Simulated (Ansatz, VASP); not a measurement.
# One calculation of SiC, two programs

Contents of INCAR:

```
ALGO = Normal
EDIFF = 1E-7
ENCUT = 520
GGA = PS
ISIF = 2
ISMEAR = 0
LASPH = T
LCHARG = F
LREAL = F
LWAVE = F
NBANDS = 26
NELM = 60
PREC = Accurate
SIGMA = 0.05
```

File KPOINTS:

```
k-points
0
Gamma
  12 12 4
```

File POSCAR:

```
SiC
1.0
    3.0780670649      0.0000000000      0.0000000000
   -1.5390335324      2.6656842728      0.0000000000
    0.0000000000      0.0000000000     10.8819000000
Si C
4 4
Direct
    0.6666666667      0.3333333333      0.9378278494
    0.3333333333      0.6666666667      0.4378278494
    0.0000000000      0.0000000000      0.6878973398
    0.0000000000      0.0000000000      0.1878973398
    0.6666666667      0.3333333333      0.7498191768
    0.3333333333      0.6666666667      0.2498191768
    0.0000000000      0.0000000000      0.5004546340
    0.0000000000      0.0000000000      0.0004546340
```

Input for Ansatz:

```yaml
crystal:
  lattice:
    - [3.0780670649, 0.0, 0.0]
    - [-1.5390335324, 2.6656842728, 0.0]
    - [0.0, 0.0, 10.8819]
  atoms:
    - { symbol: Si, position: [0.6666666667, 0.3333333333, 0.9378278494] }
    - { symbol: Si, position: [0.3333333333, 0.6666666667, 0.4378278494] }
    - { symbol: Si, position: [0.0, 0.0, 0.6878973398] }
    - { symbol: Si, position: [0.0, 0.0, 0.1878973398] }
    - { symbol: C, position: [0.6666666667, 0.3333333333, 0.7498191768] }
    - { symbol: C, position: [0.3333333333, 0.6666666667, 0.2498191768] }
    - { symbol: C, position: [0.0, 0.0, 0.500454634] }
    - { symbol: C, position: [0.0, 0.0, 0.000454634] }
basis:
  ecutwfc: 520.0
kpoints:
  mp_grid: { grid: [12, 12, 4] }
hamiltonian:
  xc: pbesol
  pseudopotentials: { kind: paw, azcp: { folder: soft_1 } }
scf:
  occupations: { method: gaussian, width: 0.05 }
output:
  forces: true
  stress: true
  eigenvalues: true
```

Alike in both runs: task single point; functional PBEsol; k mesh 12 × 12 × 4; occupations gaussian, width 0.05 eV; no spin polarisation.

|  | VASP | Ansatz |
| --- | --- | --- |
| version | VASP 6.6.1 | Ansatz 0.2.0 |
| potentials or method | VASP PAW PBE potentials, release 64 (Si, C) | scalar-relativistic, plane waves, PAW |
| plane-wave cutoff (eV) | 520 | 520 |
| valence electrons in the cell | 32 | 32 |

```tsv
	VASP	Ansatz	Ansatz less VASP
gap on the k mesh at the Fermi level (eV)	1.69	1.70	+0.010
least direct gap on the mesh (eV)	3.01	3.02	+0.013
pressure (GPa)	-12.8	-13.1	-0.32
largest component of the traceless stress (GPa)	21.77	21.57	-0.191
rms of the force components (eV/Å)	0.112	0.105	-0.0061
```

Atom by atom the forces differ by 0.006 eV/Å (rms over components). Ansatz warned: «pseudo_functional_mismatch».

Caveats: the PAW data sets were made with another functional, which shifts forces and pressure a little (VASP). PBEsol gaps usually lie below the measured ones, often by a third to a half. A k mesh can miss the band edges.
